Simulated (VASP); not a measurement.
**TiN: band structure with PBE**

TiN:

```
Ti N
1.0
     0.00000    2.12430    2.12430
     2.12430    0.00000    2.12430
     2.12430    2.12430    0.00000
Ti N
1 1
Cartesian
  0.0000 0.0000 0.0000
  2.1243 2.1243 2.1243
```

- Program: VASP 6.6.1
- Task: band structure
- Functional: PBE
- Potentials or basis: VASP PAW PBE potentials, release 64 (Ti_sv, N)
- Cutoff: 520 eV
- k mesh: 16 × 16 × 16
- Occupations: methfessel-paxton, width 0.1 eV
- Spin: no spin polarisation
- Further INCAR settings: ALGO = Normal; EDIFF = 1e-06; NBANDS = 16

The pressure is 0.2 GPa and the band gap along the path is none (metal or under the smearing width).

Levels at the corners of the path, in eV from the Fermi level:
| point | band 7 | band 8 | band 9 | band 10 | band 11 | band 12 |
| --- | --- | --- | --- | --- | --- | --- |
| Γ | -2.05 | -2.05 | -0.62 | -0.62 | -0.62 | 0.56 |
| X | -3.24 | -3.24 | -3.05 | 1.61 | 2.35 | 2.35 |
| X | -3.24 | -3.24 | -3.05 | 1.61 | 2.35 | 2.35 |
| W | -5.47 | -5.35 | 0.90 | 0.90 | 2.35 | 3.07 |
| W | -5.47 | -5.35 | 0.90 | 0.90 | 2.35 | 3.07 |
| K | -5.72 | -4.46 | -0.48 | 1.95 | 2.28 | 3.54 |
| K | -5.72 | -4.46 | -0.48 | 1.95 | 2.28 | 3.54 |
| Γ | -2.05 | -2.05 | -0.62 | -0.62 | -0.62 | 0.56 |
| Γ | -2.05 | -2.05 | -0.62 | -0.62 | -0.62 | 0.56 |
| L | -5.46 | -5.46 | 1.66 | 1.66 | 2.32 | 5.68 |
| L | -5.46 | -5.46 | 1.66 | 1.66 | 2.32 | 5.68 |
| U | -5.72 | -4.46 | -0.48 | 1.95 | 2.28 | 3.54 |
| U | -5.72 | -4.46 | -0.48 | 1.95 | 2.28 | 3.54 |
| W | -5.47 | -5.35 | 0.90 | 0.90 | 2.35 | 3.07 |
| W | -5.47 | -5.35 | 0.90 | 0.90 | 2.35 | 3.07 |
| L | -5.46 | -5.46 | 1.66 | 1.66 | 2.32 | 5.68 |
| L | -5.46 | -5.46 | 1.66 | 1.66 | 2.32 | 5.68 |
| K | -5.72 | -4.46 | -0.48 | 1.95 | 2.28 | 3.54 |
| U | -5.72 | -4.46 | -0.48 | 1.95 | 2.28 | 3.54 |
| X | -3.24 | -3.24 | -3.05 | 1.61 | 2.35 | 2.35 |

Core levels (eV, on the scale of the bands):
```csv
atom,levels
1 Ti,"1s -4852.2, 2s -521.0, 2p -428.3"
2 N,1s -366.1
```

It took 33 s on 1 thread of Intel(R) Xeon(R) Platinum 8488C (Sapphire Rapids), on a shared host, peak memory 0.19 GiB.
